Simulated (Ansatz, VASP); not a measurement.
TiTe2: VASP beside Ansatz

```
Ti Te
1.0
     3.65904    0.00000    0.00000
    -1.82952    3.16882    0.00000
     0.00000    0.00000    6.24856
Ti Te
1 2
Direct
  0.00000 0.00000 0.00000
  0.33333 0.66667 0.27677
  0.66667 0.33333 0.72323
```

Alike in both runs: functional PBE; dispersion D3(BJ); k mesh 8 × 8 × 4; occupations gaussian, width 0.05 eV; no spin polarisation.

Ansatz relaxed the structure, and its values are those at the end. VASP's run is a single point on that final structure, the one shown.

|  | VASP | Ansatz |
| --- | --- | --- |
| version | VASP 6.6.1 | Ansatz 0.2.0 |
| potentials or method | VASP PAW PBE potentials, release 64 (Ti_sv, Te) | scalar-relativistic, plane waves, PAW |
| plane-wave cutoff (eV) | 520 | 420 |
| valence electrons in the cell | 24 | 44 |

Ansatz gave:

- gap on the k mesh at the Fermi level (eV): none
- pressure (GPa): 2.0
- rms of the force components (eV/Å): 0.000
- dispersion energy (meV/atom): -545.3

Question: Which values does VASP return?

Answer: gap on the k mesh at the Fermi level (eV): none; pressure (GPa): 1.9; rms of the force components (eV/Å): 0.006; dispersion energy (meV/atom): -545.1.

A gap of «none» marks a metal or a gap that the smearing closes. The two sets of potentials don't hold the same shells in valence.

Caveats: pairwise dispersion overbinds metals, which lowers pressure and volume. The runs have no spin-orbit coupling, so splittings on Te are missing.
